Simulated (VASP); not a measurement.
# SnO2 (Cassiterite) (P4_2/mnm) in VASP: a series of runs

Aim: see how the results for SnO2 (Cassiterite) move with the level of theory and the settings. Levels: PBEsol, PBE, r2SCAN. Tasks: dielectric tensor, phonons.

Everything below comes from runs of VASP 6.6.1. Logs are shortened: lines on timing, memory, paths and dates and some standing lists are left out, and cuts for length are marked.

### 1 The crystal as given

It takes space group P4_2/mnm (No. 136, tetragonal). The conventional cell has a = 4.771 Å, b = 4.771 Å, c = 3.216 Å, α = 90.00°, β = 90.00°, γ = 90.00°. Sn (site symmetry mmm) is surrounded by 6 O at 2.07 Å. Around O (site symmetry m2m) lie 3 Sn at 2.07 Å.

### 2 Dielectric tensor, PBEsol

Contents of INCAR:

```
PREC = Accurate
ENCUT = 600
EDIFF = 1E-8
ISMEAR = 0
SIGMA = 0.03
LREAL = False
LASPH = True
NELM = 80
ALGO = Fast
ISIF = 2
LWAVE = False
LCHARG = False
GGA = PS
LEPSILON = True
KPAR = 2
```

Contents of KPOINTS:

```
Automatic mesh
0
Gamma
  6 6 8
```

Contents of POSCAR:

```
SnO2                                    
1.0
    4.7713007433      0.0000000000      0.0000000000
    0.0000000000      4.7713007433      0.0000000000
    0.0000000000      0.0000000000      3.2160930731
  Sn              O             
     2     4
Direct
     0.0000000000000000    0.0000000000000000    0.0000000000000000
     0.5000000000000000    0.5000000000000000    0.5000000000000000
     0.3062554073548520    0.3062554073548520    0.0000000000000000
     0.1937445926451481    0.8062554073548519    0.5000000000000000
     0.6937445926451481    0.6937445926451481    0.0000000000000000
     0.8062554073548519    0.1937445926451481    0.5000000000000000
```

Potentials or basis: VASP PAW PBE potentials, release 64 (Sn_d, O).

Run with:

```
$ cat potpaw_PBE.64/Sn_d/POTCAR potpaw_PBE.64/O/POTCAR > POTCAR
$ mpirun -np 2 vasp_std > vasp.out
```

OUTCAR:

```text
PREC = Accurate
   ENCUT = 600
   EDIFF = 1E-8
   ISMEAR = 0
   LREAL = False
   LASPH = True
   NELM = 80
   ISIF = 2
   GGA = PS
   LEPSILON = True

 ion  position               nearest neighbor table
   1  0.000  0.000  0.000-   3 2.07   5 2.07   4 2.07   6 2.07   4 2.07   6 2.07   2 3.74   2 3.74
                             2 3.74   2 3.74   2 3.74   2 3.74   2 3.74   2 3.74
   2  0.500  0.500  0.500-   4 2.07   6 2.07   5 2.07   3 2.07   3 2.07   5 2.07   1 3.74   1 3.74
                             1 3.74   1 3.74   1 3.74   1 3.74   1 3.74   1 3.74
   3  0.306  0.306  0.000-   1 2.07   2 2.07   2 2.07
   4  0.194  0.806  0.500-   2 2.07   1 2.07   1 2.07
   5  0.694  0.694  0.000-   1 2.07   2 2.07   2 2.07
   6  0.806  0.194  0.500-   2 2.07   1 2.07   1 2.07

  LATTYP: Found a simple tetragonal cell.
 ALAT       =     4.7713007433
 C/A-ratio  =     0.6740495404

  Lattice vectors:

 A1 = (   4.7713007433,   0.0000000000,   0.0000000000)
 A2 = (   0.0000000000,   4.7713007433,   0.0000000000)
 A3 = (   0.0000000000,   0.0000000000,   3.2160930731)

Analysis of symmetry for initial positions (statically):
=====================================================================
 Subroutine PRICEL returns:
 Original cell was already a primitive cell.

 Routine SETGRP: Setting up the symmetry group for a
 simple tetragonal supercell.

 Subroutine GETGRP returns: Found 16 space group operations
 (whereof  8 operations were pure point group operations)
 out of a pool of 16 trial point group operations.

The static configuration has the point symmetry D_2h.
 The point group associated with its full space group is D_4h.

Analysis of symmetry for dynamics (positions and initial velocities):
=====================================================================
 Subroutine PRICEL returns:
 Original cell was already a primitive cell.

 Routine SETGRP: Setting up the symmetry group for a
 simple tetragonal supercell.

 Subroutine GETGRP returns: Found 16 space group operations
 (whereof  8 operations were pure point group operations)
 out of a pool of 16 trial point group operations.

The dynamic configuration has the point symmetry D_2h.
 The point group associated with its full space group is D_4h.

 Subroutine INISYM returns: Found 16 space group operations
 (whereof  8 operations are pure point group operations),
 and found     1 'primitive' translations

----------------------------------------------------------------------------------------

                                     Primitive cell

  volume of cell :      73.2154

  direct lattice vectors                    reciprocal lattice vectors
     4.771300743  0.000000000  0.000000000     0.209586453  0.000000000  0.000000000
     0.000000000  4.771300743  0.000000000     0.000000000  0.209586453  0.000000000
     0.000000000  0.000000000  3.216093073     0.000000000  0.000000000  0.310936275

  length of vectors
     4.771300743  4.771300743  3.216093073     0.209586453  0.209586453  0.310936275

  position of ions in fractional coordinates (direct lattice)
     0.000000000  0.000000000  0.000000000
     0.500000000  0.500000000  0.500000000
     0.306255407  0.306255407  0.000000000
     0.193744593  0.806255407  0.500000000
     0.693744593  0.693744593  0.000000000
     0.806255407  0.193744593  0.500000000

  ion indices of the primitive-cell ions
   primitive index   ion index
                 1           1
                 2           2
                 3           3
                 4           4
                 5           5
                 6           6

[... 111 lines left out ...]
--------------------------------------- Ionic step        1  -------------------------------------------

 number of electron      52.0000006 magnetization

 E-fermi :   5.8818     XC(G=0): -11.4141

 val. band max:        5.7492667276   @ k =   0.0000   0.0000   0.0000
 cond. band min:       6.6357552686   @ k =   0.0000   0.0000   0.0000
 fundamental gap:      0.8864885411
 Fermi energy:         5.8817914351

 k-point     1 :       0.0000    0.0000    0.0000
  band No.  band energies     occupation
      1     -15.2492      2.00000
      2     -14.5028      2.00000
      3     -14.2651      2.00000
      4     -14.2397      2.00000
      5     -14.2397      2.00000
      6     -14.1724      2.00000
[... 805 lines left out ...]
     30      14.1943      0.00000
     31      14.9197      0.00000

 [... further k-points ...]

  FORCE on cell =-STRESS in cart. coord.  units (eV):
  Direction    XX          YY          ZZ          XY          YZ          ZX
  --------------------------------------------------------------------------------------
  -------------------------------------------------------------------------------------
  Total        0.0104796      0.0104796      0.0025068      0.0000000      0.0000000      0.0000000
  in kB        0.2293253      0.2293253      0.0548562      0.0000000      0.0000000      0.0000000
  external PRESSURE =       0.1711689 kB  Pullay stress =       0.0000000 kB

 VOLUME and BASIS-vectors are now :
 -----------------------------------------------------------------------------
  energy-cutoff  :      600.00
  volume of cell :       73.22
      direct lattice vectors                 reciprocal lattice vectors
     4.771300743  0.000000000  0.000000000     0.209586453  0.000000000  0.000000000
     0.000000000  4.771300743  0.000000000     0.000000000  0.209586453  0.000000000
     0.000000000  0.000000000  3.216093073     0.000000000  0.000000000  0.310936275

 POSITION                                       TOTAL-FORCE (eV/Angst)
 -----------------------------------------------------------------------------------
      0.00000      0.00000      0.00000         0.000000      0.000000     -0.000000
      2.38565      2.38565      1.60805         0.000000      0.000000     -0.000000
      1.46124      1.46124      0.00000        -0.001049     -0.001049      0.000000
      0.92441      3.84689      1.60805         0.001049     -0.001049     -0.000000
      3.31006      3.31006      0.00000         0.001049      0.001049     -0.000000
      3.84689      0.92441      1.60805        -0.001049      0.001049     -0.000000
 -----------------------------------------------------------------------------------
    total drift:                                0.000000     -0.000000     -0.000000

  FREE ENERGIE OF THE ION-ELECTRON SYSTEM (eV)
  ---------------------------------------------------
  free  energy   TOTEN  =       -39.6794883974 eV

  energy  without entropy=      -39.6794883974  energy(sigma->0) =      -39.67948840

 HEAD OF MICROSCOPIC STATIC DIELECTRIC TENSOR (INDEPENDENT PARTICLE, excluding Hartree and local field effects)
 ------------------------------------------------------
           4.688905     0.000000     0.000000
          -0.000000     4.688905     0.000000
           0.000000     0.000000     4.929509
 ------------------------------------------------------

 Free energy of the ion-electron system (eV)
  ---------------------------------------------------
  ---------------------------------------------------
  free energy    TOTEN  =        -0.76614182 eV

  energy without entropy =       -0.76614182

------------------------ aborting loop because EDIFF is reached ----------------------------------------

--------------------------------------- Ionic step        2  -------------------------------------------

------------------------ aborting loop because EDIFF is reached ----------------------------------------

--------------------------------------- Ionic step        3  -------------------------------------------

 Free energy of the ion-electron system (eV)
  ---------------------------------------------------
  ---------------------------------------------------
  free energy    TOTEN  =        -0.81662769 eV

  energy without entropy =       -0.81662769

------------------------ aborting loop because EDIFF is reached ----------------------------------------

 PIEZOELECTRIC TENSOR FIELD DIRECTION 3  (e Angst)
 -----------------------------------------------------------------------------
     0.00177 -0.00000  0.00000           ( -0.00000  0.00000  0.00000)
     0.00000  0.00177  0.00000           (  0.00000 -0.00000  0.00000)
     0.00000  0.00000 -0.00574           (  0.00000  0.00000 -0.00017)

 PIEZOELECTRIC TENSOR FIELD DIRECTION 3  (C/m^2)
 -----------------------------------------------------------------------------
     0.00039 -0.00000  0.00000
     0.00000  0.00039  0.00000
     0.00000  0.00000 -0.00126

 MACROSCOPIC STATIC DIELECTRIC TENSOR (including local field effects in DFT)
 ------------------------------------------------------
           4.582368    -0.000000     0.000000
          -0.000000     4.582368     0.000000
           0.000000     0.000000     4.811646
 ------------------------------------------------------

 PIEZOELECTRIC TENSOR (including local field effects)  for field in x, y, z        (e  Angst)
          XX          YY          ZZ          XY          YZ          ZX
  --------------------------------------------------------------------------------
  x     0.00000     0.00000     0.00000     0.00000     0.00000     0.00000
  y     0.00000     0.00000     0.00000     0.00000     0.00000     0.00000
  z     0.00000     0.00000     0.00000     0.00000     0.00000     0.00000

 PIEZOELECTRIC TENSOR (including local field effects)  for field in x, y, z        (C/m^2)
          XX          YY          ZZ          XY          YZ          ZX
  --------------------------------------------------------------------------------
  x     0.00000     0.00000     0.00000     0.00000     0.00000     0.00000
  y     0.00000     0.00000     0.00000     0.00000     0.00000     0.00000
  z     0.00000     0.00000     0.00000     0.00000     0.00000     0.00000

 BORN EFFECTIVE CHARGES (including local field effects) (in |e|, cummulative output)
 ---------------------------------------------------------------------------------
 ion    1
    1     4.09523     0.47264     0.00000
    2     0.47264     4.09523     0.00000
    3     0.00000     0.00000     4.48627
 ion    2
    1     4.09523    -0.47264     0.00000
    2    -0.47264     4.09523     0.00000
    3     0.00000     0.00000     4.48627
 ion    3
    1    -2.04761    -0.72850     0.00000
    2    -0.72850    -2.04761     0.00000
    3     0.00000     0.00000    -2.24313
 ion    4
    1    -2.04761     0.72850     0.00000
    2     0.72850    -2.04761     0.00000
    3     0.00000     0.00000    -2.24313
 ion    5
    1    -2.04761    -0.72850     0.00000
    2    -0.72850    -2.04761     0.00000
    3     0.00000     0.00000    -2.24313
 ion    6
    1    -2.04761     0.72850     0.00000
    2     0.72850    -2.04761     0.00000
    3     0.00000     0.00000    -2.24313
```

It took 7.4 min on 2 MPI ranks of Intel Xeon 6975P-C (Granite Rapids), shared host; peak memory 0.61 GiB.

What came out:

```
Band gap on the k mesh                  : 0.89 eV, direct
Electronic dielectric tensor (diagonal) : 4.58, 4.58, 4.81
Born charges (mean of the diagonal)     : Sn +4.23; O -2.11 e
```

Electronic dielectric tensor:
```
4.58 0.00 0.00
0.00 4.58 0.00
0.00 0.00 4.81
```

Born effective charge tensors (e):
atom 1, Sn
```
4.10 0.47 0.00
0.47 4.10 0.00
0.00 0.00 4.49
```
atom 2, Sn
```
 4.10 -0.47  0.00
-0.47  4.10  0.00
 0.00  0.00  4.49
```
atom 3, O
```
-2.05 -0.73  0.00
-0.73 -2.05  0.00
 0.00  0.00 -2.24
```
atom 4, O
```
-2.05  0.73  0.00
 0.73 -2.05  0.00
 0.00  0.00 -2.24
```
atom 5, O
```
-2.05 -0.73  0.00
-0.73 -2.05  0.00
 0.00  0.00 -2.24
```
atom 6, O
```
-2.05  0.73  0.00
 0.73 -2.05  0.00
 0.00  0.00 -2.24
```

Caveat: the PAW data sets were made with another functional, which shifts forces and pressure a little; spin-orbit coupling is left out, which moves the levels of the heavy elements.

[end of part 1 of 3]
